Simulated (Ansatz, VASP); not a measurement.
This is a calculation of AlN for Ansatz 0.2.0.

The input input.yaml:

```yaml
crystal:
  lattice:
    - [3.113, 0.0, 0.0]
    - [-1.5565, 2.695937082, 0.0]
    - [0.0, 0.0, 4.981]
  atoms:
    - { symbol: Al, position: [0.6666666667, 0.3333333333, 0.5] }
    - { symbol: Al, position: [0.3333333333, 0.6666666667, 0.0] }
    - { symbol: "N", position: [0.6666666667, 0.3333333333, 0.88] }
    - { symbol: "N", position: [0.3333333333, 0.6666666667, 0.38] }
hamiltonian:
  xc: r2scan
  pseudopotentials: { kind: paw }
  dispersion: d3bj
kpoints:
  mp_grid: { grid: [10, 10, 6] }
scf:
  occupations: { method: gaussian, width: 0.05 }
output:
  forces: true
  stress: true
  eigenvalues: true
  efg: {}
```

Potentials or basis: Ansatz PAW.

Command:

```sh
$ ansatz run input.yaml --threads 2 --pin off --max-ram 5632MiB --backend cpu --events-out ev --progress --plain --runs-dir out
```

Translate it to VASP 6.6.1. Potentials there: VASP PAW PBE potentials, release 64 (Al, N_h).

As run (the cutoff follows the program's own potentials):

Contents of INCAR:

```
PREC = Accurate
ENCUT = 900
EDIFF = 1E-8
ISMEAR = 0
SIGMA = 0.05
LREAL = False
LASPH = True
NELM = 100
ALGO = Normal
ISIF = 2
LWAVE = False
LCHARG = False
METAGGA = R2SCAN
LMIXTAU = True
IVDW = 12
VDW_S6 = 1.0
VDW_S8 = 0.78981345
VDW_A1 = 0.49484001
VDW_A2 = 5.73083694
LEFG = True
```

File AlN.cif:

```cif
data_AlN
_cell_length_a 3.11300000
_cell_length_b 3.11300000
_cell_length_c 4.98100000
_cell_angle_alpha 90.00000000
_cell_angle_beta 90.00000000
_cell_angle_gamma 120.00000000
_space_group_name_H-M_alt 'P6_3mc'
_space_group_name_Hall 'P 6c -2c'
_space_group_IT_number 186
loop_
_space_group_symop_operation_xyz
'x,y,z'
'x-y,x,z+1/2'
'-y,x-y,z'
'-x,-y,z+1/2'
'-x+y,-x,z'
'y,-x+y,z+1/2'
'y,x,z+1/2'
'x,x-y,z'
'x-y,-y,z+1/2'
'-y,-x,z'
'-x,-x+y,z+1/2'
'-x+y,y,z'
loop_
_atom_site_label
_atom_site_type_symbol
_atom_site_symmetry_multiplicity
_atom_site_Wyckoff_symbol
_atom_site_fract_x
_atom_site_fract_y
_atom_site_fract_z
_atom_site_occupancy
Al1 Al 2 b 0.6666666667 0.3333333333 0.5000000000 1
N1 N 2 b 0.6666666667 0.3333333333 0.8800000000 1
```

Contents of KPOINTS:

```
Automatic mesh
0
Gamma
  10 10 6
```

File POSCAR:

```
Al N 
 1.0000000000000000
     3.1130000000000000    0.0000000000000000    0.0000000000000000
    -1.5564999999999993    2.6959370819809578    0.0000000000000000
     0.0000000000000000    0.0000000000000000    4.9809999999999999
 Al  N  
   2   2
Cartesian
  1.5565000001556497  0.8986456939037880  2.4904999999999999
  0.0000000001556503  1.7972913880771695  0.0000000000000000
  1.5565000001556497  0.8986456939037880  4.3832800000000001
  0.0000000001556503  1.7972913880771695  1.8927799999999995
```

Potentials or basis: VASP PAW PBE potentials, release 64 (Al, N_h).

Launch:

```console
$ ase convert -i cif -o vasp AlN.cif POSCAR
$ cat potpaw_PBE.64/Al/POTCAR potpaw_PBE.64/N_h/POTCAR > POTCAR
$ mpirun -np 1 vasp_std > vasp.out
```

Both were run:

|  | VASP | Ansatz | Ansatz less VASP |
| --- | --- | --- | --- |
| gap on the k mesh at the Fermi level (eV) | 4.90 | 4.86 | -0.037 |
| least direct gap on the mesh (eV) | 4.90 | 4.86 | -0.037 |
| rms of the force components (eV/Å) | 0.072 | 0.071 | -0.0009 |
| dispersion energy (meV/atom) | -126.5 | -126.5 | -0.06 |
| Vzz of the field gradient on the site that differs most (V/Å²) | -0.6 | -0.6 | -0.08 |

Atom by atom the forces differ by 0.001 eV/Å (rms over components).

Caveats: the PAW data sets were made with another functional, which shifts forces and pressure a little (VASP); the PAW data sets come from PBE, with cores solved anew for the run's functional, which leaves a small shift of forces and pressure (Ansatz); the dispersion damping was fitted for another functional or another form of the correction (Ansatz). r2SCAN opens gaps a little over a GGA but as a rule still falls short of measured ones. A k mesh can miss the band edges.
